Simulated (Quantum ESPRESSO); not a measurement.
Tc:

```
CELL_PARAMETERS angstrom
2.74000 0.00000 0.00000
-1.37000 2.37291 0.00000
0.00000 0.00000 4.39800
ATOMIC_POSITIONS crystal
Tc 0.66667 0.33333 0.75000
Tc 0.33333 0.66667 0.25000
```

Base run:

| Quantity | Value |
| --- | --- |
| Program | Quantum ESPRESSO 7.5 |
| Functional | PBE |
| Potentials or basis | PseudoDojo 0.4.1 SR PBE standard |
| Cutoff | 1143 eV |
| Density cutoff | 4572 eV |
| k mesh | 11 × 11 × 6 |
| Occupations | fermi-dirac, width 0.05 eV |
| Spin | no spin polarisation |

Its results: band gap on the k mesh none (metal or under the smearing width); pressure 3.3 GPa.

Question: After a change of settings the same cell gave: band gap on the k mesh none (metal or under the smearing width); pressure 2.4 GPa. Which change was it?
A. potentials or basis from PseudoDojo 0.4.1 SR PBE standard to PseudoDojo 0.5 SR PBE stringent
B. potentials or basis from PseudoDojo 0.4.1 SR PBE standard to JTH 2.0 PBE; cutoff from 1143 eV to 490 eV; density cutoff from 4572 eV to 2939 eV
C. potentials or basis from PseudoDojo 0.4.1 SR PBE standard to PseudoDojo 0.5 SR PBE standard
D. potentials or basis from PseudoDojo 0.4.1 SR PBE standard to PseudoDojo 0.4 SR PBE stringent

Answer: B.

Caveats: the cutoff is low for these files, which shifts pressure and relaxed volume (some runs).
